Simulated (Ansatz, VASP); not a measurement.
**Si and the dispersion correction, program beside program**

The cell as given:

The structure is cubic, space group Fd-3m (No. 227). Conventional cell: a = 5.444 Å, b = 5.444 Å, c = 5.444 Å, α = 90.00°, β = 90.00°, γ = 90.00°. Si (site symmetry -43m) is surrounded by 4 Si at 2.36 Å.

Kept alike: task relaxation of cell and atoms; functional revPBE; k mesh 8 × 8 × 8; occupations fermi-dirac, width 0.05 eV; no spin polarisation. The mesh is that of the run's cell of 2 atoms. No spin-orbit coupling.

- A: Ansatz, Ansatz PAW, made for PBE, cutoff 420 eV
- B: VASP, PBE PAW files Si, 600 eV, made for PBE

```csv
dispersion correction,A: volume (Å³/atom),B: volume (Å³/atom)
none,20.721,20.683
D3(BJ),19.616,19.579
D4,19.621,19.584
```

Values on potentials made for another functional: all of A; all of B. Values hold for each row's relaxed cell, which stops near the pressure aimed at (zero). Ansatz's stress holds its Pulay term. Programs can differ in the three-body term of D3, and some take D4 from an outside library.

Q: How large is the effect of the dispersion correction, and do the programs agree on it?

A: From none to D3(BJ) the volume moves by -1.105 in A, -1.104 in B (Å³/atom). Row by row the programs differ by 0.037 to 0.038, and over this span the shifts, as printed, agree within 1 %. Shifts from none: D3(BJ) -1.105, -1.104; D4 -1.100, -1.099; the programs' shifts differ by up to 0.001.
